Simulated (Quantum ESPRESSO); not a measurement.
A run of Quantum ESPRESSO 7.5:

Contents of pw.in:

```
&CONTROL
  calculation = 'vc-relax'
  prefix = 'pwscf'
  outdir = './tmp'
  pseudo_dir = './pseudo'
  tprnfor = .true.
  tstress = .true.
  disk_io = 'low'
  nstep = 40
  forc_conv_thr = 0.0004
  etot_conv_thr = 1d-05
/
&SYSTEM
  ibrav = 0
  nat = 2
  ntyp = 2
  ecutwfc = 82
  nbnd = 9
  occupations = 'fixed'
/
&ELECTRONS
  conv_thr = 4d-10
  electron_maxstep = 120
  mixing_beta = 0.5
/
&IONS
  ion_dynamics = 'bfgs'
/
&CELL
  cell_dynamics = 'bfgs'
  press = 0
  press_conv_thr = 0.3
/
ATOMIC_SPECIES
C     12.0110 C.upf
Si    28.0850 Si.upf
CELL_PARAMETERS angstrom
   0.0000000000    2.1800000000    2.1800000000
   2.1800000000    0.0000000000    2.1800000000
   2.1800000000    2.1800000000    0.0000000000
ATOMIC_POSITIONS crystal
C      0.2500000000    0.2500000000    0.2500000000
Si     0.0000000000    0.0000000000    0.0000000000
K_POINTS automatic
13 13 13 0 0 0
```

Potentials or basis: PseudoDojo 0.4.1 SR LDA standard.

Launch:

```console
$ OMP_NUM_THREADS=1 pw.x -in pw.in > pw.out
```

Hardware: 1 thread of Intel(R) Xeon(R) Platinum 8375C CPU @ 2.90GHz (Ice Lake), with other jobs on the host.

Task: Estimate the wall time of this run.

Result: Run time: 53 s on 1 thread of Intel(R) Xeon(R) Platinum 8375C CPU @ 2.90GHz (Ice Lake), on a shared host, peak memory 0.06 GiB. Counts: scf iterations 32, k pools 1, bands 9, ion steps 3, k points 84, g dense 14163.
